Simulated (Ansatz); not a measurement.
Runs of Ansatz 0.2.0 on InP. The structure is cubic, space group F-43m (No. 216). The conventional cell has a = 5.861 Å, b = 5.861 Å, c = 5.861 Å, α = 90.00°, β = 90.00°, γ = 90.00°. In (site symmetry -43m) is surrounded by 4 P at 2.54 Å. Around P (site symmetry -43m) lie 4 In at 2.54 Å. 

```tsv
task	level	cell	k mesh	cutoff (eV)	gap on the mesh (eV)	pressure (GPa)	relaxed volume (Å³/atom)
relaxation of cell and atoms	BLYP+D3(BJ)	relaxed	8 × 8 × 8	-	0.46	0.0	(b)
elastic constants	LDA	as given	6 × 6 × 6	266	0.48	-1.2	-
relaxation of cell and atoms	revPBE+D4	relaxed	8 × 8 × 8	-	0.75	0.0	(c)
band structure	PBEsol	as given	8 × 8 × 8	245	(a)	0.6	-
```

Alike in all rows: potentials or basis all-electron LAPW, scalar-relativistic; no spin polarisation; smearing fermi-dirac 0.05 eV; basis error allowed 0.001 eV/atom.

Question: Fill in the values left out.

Answer: (a) 0.61; (b) 25.78; (c) 25.45.

Caveats: spin-orbit coupling is left out, which moves the levels of the heavy elements.

A k mesh can miss the band edges, and the runs leave out spin-orbit coupling on In.

Runs at the PBE level aren't shown here.
